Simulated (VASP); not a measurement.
# TiO2 (P4_2/mnm) in VASP: further runs, part 2 of 2

VASP 6.6.1.

## Step 4: Band structure, TB-mBJ

Input file POSCAR:

```
TiO2
1.0
    4.5922200000      0.0000000000      0.0000000000
    0.0000000000      4.5922200000      0.0000000000
    0.0000000000      0.0000000000      2.9420300000
Ti O
2 4
Direct
    1.0000000000      0.0000000000      0.0000000000
    0.5000000000      0.5000000000      0.5000000000
    0.3043000000      0.3043000000      0.0000000000
    0.1957000000      0.8043000000      0.5000000000
    0.6957000000      0.6957000000      1.0000000000
    0.8043000000      0.1957000000      0.5000000000
```

Input file INCAR.step1:

```
SYSTEM = TiO2
PREC = Accurate ; ENCUT = 520
EDIFF = 1E-5 ; ISMEAR = 0
SIGMA = 0.02 ; LREAL = .FALSE.
LASPH = .TRUE. ; NELM = 80
ALGO = Normal ; ISIF = 2
LWAVE = .TRUE. ; LCHARG = .FALSE.
LMAXMIX = 4 ; NBANDS = 33
GGA = PE
```

Input file INCAR.step2:

```
SYSTEM = TiO2
PREC = Accurate ; ENCUT = 520
EDIFF = 1E-7 ; ISMEAR = 0
SIGMA = 0.02 ; LREAL = .FALSE.
LASPH = .TRUE. ; NELM = 80
ALGO = Normal ; ISIF = 2
LWAVE = .FALSE. ; LCHARG = .FALSE.
LMAXMIX = 4 ; METAGGA = MBJ
NBANDS = 33 ; ISTART = 1
```

Input file KPOINTS:

```
regular mesh
0
G
  6 6 10
  0 0 0
```

Input file KPOINTS_OPT:

```
path GXMGZRAZ,XR,MA
10
line-mode
reciprocal
 0.0000000000  0.0000000000  0.0000000000  G
 0.0000000000  0.5000000000  0.0000000000  X

 0.0000000000  0.5000000000  0.0000000000  X
 0.5000000000  0.5000000000  0.0000000000  M

 0.5000000000  0.5000000000  0.0000000000  M
 0.0000000000  0.0000000000  0.0000000000  G

 0.0000000000  0.0000000000  0.0000000000  G
 0.0000000000  0.0000000000  0.5000000000  Z

 0.0000000000  0.0000000000  0.5000000000  Z
 0.0000000000  0.5000000000  0.5000000000  R

 0.0000000000  0.5000000000  0.5000000000  R
 0.5000000000  0.5000000000  0.5000000000  A

 0.5000000000  0.5000000000  0.5000000000  A
 0.0000000000  0.0000000000  0.5000000000  Z

 0.0000000000  0.5000000000  0.0000000000  X
 0.0000000000  0.5000000000  0.5000000000  R

 0.5000000000  0.5000000000  0.0000000000  M
 0.5000000000  0.5000000000  0.5000000000  A
```

Potentials or basis: VASP PAW PBE potentials, release 64 (Ti_sv, O).

The run is started by

```console
cat potpaw_PBE.64/Ti_sv/POTCAR potpaw_PBE.64/O/POTCAR > POTCAR
cp INCAR.step1 INCAR
mpirun -np 1 vasp_std > vasp.out
cp INCAR.step2 INCAR
mpirun -np 1 vasp_std > vasp.out
```

OUTCAR:

```text
SYSTEM = TiO2
   PREC = Accurate
   ENCUT = 520
   EDIFF = 1E-7
   ISMEAR = 0
   LREAL = .FALSE.
   LASPH = .TRUE.
   NELM = 80
   ISIF = 2
   METAGGA = MBJ
   ISTART = 1

 ion  position               nearest neighbor table
   1  0.000  0.000  0.000-   4 1.94   6 1.94   4 1.94   6 1.94   5 1.98   3 1.98
   2  0.500  0.500  0.500-   3 1.94   5 1.94   3 1.94   5 1.94   4 1.98   6 1.98
   3  0.304  0.304  0.000-   2 1.94   2 1.94   1 1.98
   4  0.196  0.804  0.500-   1 1.94   1 1.94   2 1.98
   5  0.696  0.696  0.000-   2 1.94   2 1.94   1 1.98
   6  0.804  0.196  0.500-   1 1.94   1 1.94   2 1.98

  LATTYP: Found a simple tetragonal cell.
 ALAT       =     4.5922200000
 C/A-ratio  =     0.6406552822

  Lattice vectors:

 A1 = (   4.5922200000,   0.0000000000,   0.0000000000)
 A2 = (   0.0000000000,   4.5922200000,   0.0000000000)
 A3 = (   0.0000000000,   0.0000000000,   2.9420300000)

Analysis of symmetry for initial positions (statically):
=====================================================================
 Subroutine PRICEL returns:
 Original cell was already a primitive cell.

 Routine SETGRP: Setting up the symmetry group for a
 simple tetragonal supercell.

 Subroutine GETGRP returns: Found 16 space group operations
 (whereof  8 operations were pure point group operations)
 out of a pool of 16 trial point group operations.

The static configuration has the point symmetry D_2h.
 The point group associated with its full space group is D_4h.

Analysis of symmetry for dynamics (positions and initial velocities):
=====================================================================
 Subroutine PRICEL returns:
 Original cell was already a primitive cell.

 Routine SETGRP: Setting up the symmetry group for a
 simple tetragonal supercell.

 Subroutine GETGRP returns: Found 16 space group operations
 (whereof  8 operations were pure point group operations)
 out of a pool of 16 trial point group operations.
[... 132 lines left out ...]
  Fermi-wavevector in a.u.,A,eV,Ry     =   1.502880  2.840032 30.730792  2.258649
  Thomas-Fermi vector in A             =   2.614063
   LORBIT       =      0    0 simple, 1 ext, 2 COOP (PROOUT), +10 PAW based schemes
   METAGGA = MBJ    functional components
   LHFCALC =     F    Hartree Fock is set to
   AEXX    =    0.0000 exact exchange contribution
   IVDW    =     0    specifies the selected vdW correction
   LEPSILON=     F    determine dielectric tensor
   LRPA    =     F    only Hartree local field effects (RPA)
 non-spin polarized calculation
 Gauss-broadening in eV      SIGMA  =   0.02
  energy-cutoff  :      520.00
  volume of cell :       62.04
 maximum number of plane-waves:      1696
 NGX is ok and might be reduce to    36
   NGX = 17   NGY = 17   NGZ = 11

 number of electron      48.0000019 magnetization

 Free energy of the ion-electron system (eV)
  ---------------------------------------------------
  ext. energy  EPLUGINS =         0.00000000
  ---------------------------------------------------
  free energy    TOTEN  =       120.70004042 eV

  energy without entropy =      120.70004042  energy(sigma->0) =      120.70004042

 E-fermi :   5.8854     XC(G=0): -10.7601

 val. band max:        5.6142770570   @ k =   0.0000   0.0000   0.0000
 cond. band min:       8.3436798334   @ k =   0.5000   0.5000   0.0000
 fundamental gap:      2.7294027764
 Fermi energy:         5.8853978749

 k-point     1 :       0.0000    0.0000    0.0000
  band No.  band energies     occupation
      1     -52.4682      2.00000
      2     -52.4515      2.00000
      3     -27.9534      2.00000
      4     -27.9534      2.00000
      5     -27.7835      2.00000
      6     -27.7835      2.00000
[... 853 lines left out ...]
     32      11.0132      0.00000
     33      12.2821      0.00000

 [... further k-points ...]

------------------------ aborting loop because EDIFF is reached ----------------------------------------

  FORCE on cell =-STRESS in cart. coord.  units (eV):
  Direction    XX          YY          ZZ          XY          YZ          ZX
  --------------------------------------------------------------------------------------
  -------------------------------------------------------------------------------------
  Total     -191.2645348   -191.2645348   -192.2867457      0.0000000      0.0000000      0.0000000
  in kB    -4939.1539463  -4939.1539463  -4965.5511911      0.0000000      0.0000000      0.0000000
  external PRESSURE =   -4947.9530279 kB  Pullay stress =       0.0000000 kB

 VOLUME and BASIS-vectors are now :
 -----------------------------------------------------------------------------
  energy-cutoff  :      520.00
  volume of cell :       62.04
      direct lattice vectors                 reciprocal lattice vectors
     4.592220000  0.000000000  0.000000000     0.217759602  0.000000000  0.000000000
     0.000000000  4.592220000  0.000000000     0.000000000  0.217759602  0.000000000
     0.000000000  0.000000000  2.942030000     0.000000000  0.000000000  0.339901361

 POSITION                                       TOTAL-FORCE (eV/Angst)
 -----------------------------------------------------------------------------------
      0.00000      0.00000      0.00000        -0.000000      0.000000      0.000000
      2.29611      2.29611      1.47101        -0.000000      0.000000      0.000000
      1.39741      1.39741      0.00000        -0.168200     -0.168200     -0.000000
      0.89870      3.69352      1.47101         0.168200     -0.168200      0.000000
      3.19481      3.19481      0.00000         0.168200      0.168200      0.000000
      3.69352      0.89870      1.47101        -0.168200      0.168200      0.000000
 -----------------------------------------------------------------------------------
    total drift:                               -0.000000      0.000000      0.000000

  FREE ENERGIE OF THE ION-ELECTRON SYSTEM (eV)
  ---------------------------------------------------
  free  energy   TOTEN  =       120.7000404230 eV

  energy  without entropy=      120.7000404230  energy(sigma->0) =      120.70004042
```

OUTCAR.step1:

```text
SYSTEM = TiO2
   PREC = Accurate
   ENCUT = 520
   EDIFF = 1E-5
   ISMEAR = 0
   LREAL = .FALSE.
   LASPH = .TRUE.
   NELM = 80
[... 1104 lines left out ...]
      0.89870      3.69352      1.47101         0.047830     -0.047830     -0.000000
      3.19481      3.19481      0.00000         0.047830      0.047830      0.000000
      3.69352      0.89870      1.47101        -0.047830      0.047830      0.000000
 -----------------------------------------------------------------------------------
    total drift:                               -0.000000      0.000000      0.000000

  FREE ENERGIE OF THE ION-ELECTRON SYSTEM (eV)
  ---------------------------------------------------
  free  energy   TOTEN  =       -53.6291877563 eV

  energy  without entropy=      -53.6291877563  energy(sigma->0) =      -53.62918776
```

OSZICAR.step1:

```text
N       E                     dE             d eps       ncg     rms          rms(c)
DAV:   1     0.651120547622E+03    0.65112E+03   -0.24252E+04  3968   0.172E+03
DAV:   2     0.258203958318E+02   -0.62530E+03   -0.57622E+03  4327   0.512E+02
DAV:   3    -0.659994713059E+02   -0.91820E+02   -0.90005E+02  5276   0.190E+02
DAV:   4    -0.708358548758E+02   -0.48364E+01   -0.48251E+01  5833   0.410E+01
DAV:   5    -0.710292733084E+02   -0.19342E+00   -0.19340E+00  5217   0.658E+00    0.327E+01
DAV:   6    -0.539098509343E+02    0.17119E+02   -0.74286E+01  5183   0.889E+01    0.110E+01
DAV:   7    -0.538972567633E+02    0.12594E-01   -0.13259E+01  4925   0.328E+01    0.965E+00
DAV:   8    -0.537092860518E+02    0.18797E+00   -0.50961E-01  4965   0.633E+00    0.682E+00
DAV:   9    -0.537312797513E+02   -0.21994E-01   -0.97636E-01  5184   0.114E+01    0.299E+00
DAV:  10    -0.536418422759E+02    0.89437E-01   -0.46557E-01  4899   0.720E+00    0.100E+00
DAV:  11    -0.536295999070E+02    0.12242E-01   -0.35403E-02  5297   0.133E+00    0.304E-01
DAV:  12    -0.536293941569E+02    0.20575E-03   -0.33209E-03  4472   0.433E-01    0.115E-01
DAV:  13    -0.536292037859E+02    0.19037E-03   -0.11504E-03  5437   0.344E-01    0.517E-02
DAV:  14    -0.536291927459E+02    0.11040E-04   -0.15753E-04  5161   0.121E-01    0.198E-02
DAV:  15    -0.536291877563E+02    0.49896E-05   -0.13205E-05  3243   0.455E-02
   1 F= -.53629188E+02 E0= -.53629188E+02  d E =-.137516E-18
```

Run time: 9 min. Hardware: 1 thread of AMD EPYC 9R45 (Zen 5), shared host; peak memory 0.28 GiB.

Results:

```yaml
Band_gap_on_the_k_mesh: 2.73 eV, indirect (least direct gap 2.74 eV)
Band_gap_along_the_path: 2.73 eV, indirect (least direct gap 2.74 eV)
```

Levels at the corners of the path, in eV from the valence-band top:
```
point  band 20  band 21  band 22  band 23  band 24  band 25  band 26  band 27  band 28  band 29
    Γ    -1.98    -0.85    -0.54    -0.54     0.00     2.74     3.06     3.32     3.32     3.35
    X    -2.84    -1.63    -1.63    -0.70    -0.70     3.45     3.45     3.83     3.83     4.37
    X    -2.84    -1.63    -1.63    -0.70    -0.70     3.45     3.45     3.83     3.83     4.37
    M    -1.91    -1.38    -1.38    -1.12    -1.12     2.73     2.73     3.33     3.33     4.56
    M    -1.91    -1.38    -1.38    -1.12    -1.12     2.73     2.73     3.33     3.33     4.56
    Γ    -1.98    -0.85    -0.54    -0.54     0.00     2.74     3.06     3.32     3.32     3.35
    Γ    -1.98    -0.85    -0.54    -0.54     0.00     2.74     3.06     3.32     3.32     3.35
    Z    -2.89    -1.99    -1.99    -1.35    -1.35     3.77     3.77     4.07     4.07     4.35
    Z    -2.89    -1.99    -1.99    -1.35    -1.35     3.77     3.77     4.07     4.07     4.35
    R    -2.27    -1.84    -1.84    -1.02    -1.02     2.91     2.91     4.08     4.08     4.53
    R    -2.27    -1.84    -1.84    -1.02    -1.02     2.91     2.91     4.08     4.08     4.53
    A    -2.87    -1.18    -1.18    -0.71    -0.71     3.50     3.50     4.03     4.03     4.13
    A    -2.87    -1.18    -1.18    -0.71    -0.71     3.50     3.50     4.03     4.03     4.13
    Z    -2.89    -1.99    -1.99    -1.35    -1.35     3.77     3.77     4.07     4.07     4.35
    X    -2.84    -1.63    -1.63    -0.70    -0.70     3.45     3.45     3.83     3.83     4.37
    R    -2.27    -1.84    -1.84    -1.02    -1.02     2.91     2.91     4.08     4.08     4.53
    M    -1.91    -1.38    -1.38    -1.12    -1.12     2.73     2.73     3.33     3.33     4.56
    A    -2.87    -1.18    -1.18    -0.71    -0.71     3.50     3.50     4.03     4.03     4.13
```

Caveat: the PAW data sets were made with another functional, which shifts forces and pressure a little.

## Step 5: Summary

| level | gap on the mesh (eV) |
| --- | --- |
| PBEsol | 1.83 |
| r2SCAN | 2.24 |
| TB-mBJ | 2.73 |

Alike in all rows: task band structure; potentials or basis VASP PAW PBE potentials, release 64 (Ti_sv, O); no spin polarisation; cell as given; k mesh 6 × 6 × 10; cutoff (eV) 520; smearing gaussian 0.02 eV.

On the cell as given the gap runs from 1.83 eV (PBEsol) to 2.73 eV (TB-mBJ).

Caveats: the PAW data sets were made with another functional, which shifts forces and pressure a little.

Total energies depend on the potentials used, so only differences within one code and one set of settings carry meaning.

## Step 6: Comparison with measurements

Step 2. A measured gap of TiO2 is 3.03 eV (direct; 1.6 K; quoted in “Shallow Valence Band of Rutile GeO2 and P-type Doping”, 2020, arxiv:2011.08928); the calculated 1.83 eV misses it by -1.20 eV. 2 values of this kind are on record in papers (3.03 to 3.05 eV); this one was drawn at random among those near their median. The value is that of PBEsol, without temperature or zero-point motion. Semilocal functionals fall short of measured gaps as a rule.

Step 3. Measured gap of TiO2: 3.03 eV (direct; 1.6 K; quoted in “Shallow Valence Band of Rutile GeO2 and P-type Doping”, 2020, arxiv:2011.08928). This calculation gives 2.24 eV (-0.79 eV). 2 values of this kind are on record in papers (3.03 to 3.05 eV); this one was drawn at random among those near their median. The value is that of r2SCAN, without temperature or zero-point motion.

Step 4. A measured gap of TiO2 is 3.03 eV (direct; 1.6 K; quoted in “Shallow Valence Band of Rutile GeO2 and P-type Doping”, 2020, arxiv:2011.08928); the calculated 2.73 eV misses it by -0.30 eV. 2 values of this kind are on record in papers (3.03 to 3.05 eV); this one was drawn at random among those near their median. The value is that of TB-mBJ, without temperature or zero-point motion.
